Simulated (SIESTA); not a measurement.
Crystal: Cu.

```
Cu
1.0
     2.53410    0.00000    0.00000
    -1.26705    2.19459    0.00000
     0.00000    0.00000    4.11257
Cu
2
Direct
  0.66667 0.33333 0.75000
  0.33333 0.66667 0.25000
```

This isn't the form of Cu at room conditions, which is fcc.

Base run:

* Program: SIESTA 5.4.2
* Functional: PBEsol
* Potentials or basis: PseudoDojo 0.4 standard (PBEsol files)
* Basis: DZ (energy shift 0.003 Ry; two zetas on semicore shells)
* Grid cutoff: 800 Ry
* Energy shift: 0.003 Ry
* k mesh: 12 × 12 × 7
* Occupations: fermi-dirac, width 0.05 eV
* Spin: no spin polarisation

Its results: band gap on the k mesh none (metal or under the smearing width); pressure -4.7 GPa.

Task: After a change of settings the same cell gave: band gap on the k mesh none (metal or under the smearing width); pressure -1.7 GPa. Which change was it?
A. basis from DZ (energy shift 0.003 Ry; two zetas on semicore shells) to DZP (energy shift 0.003 Ry; two zetas on semicore shells)
B. basis from DZ (energy shift 0.003 Ry; two zetas on semicore shells) to SZ (energy shift 0.003 Ry)
C. basis from DZ (energy shift 0.003 Ry; two zetas on semicore shells) to SZP (energy shift 0.003 Ry)

Result: A.

Caveats: short orbitals over semicore shells can move pressures by several GPa; the basis of atomic orbitals isn't converged, which shifts pressures, moduli and gaps; the basis has no polarisation orbitals (some runs).
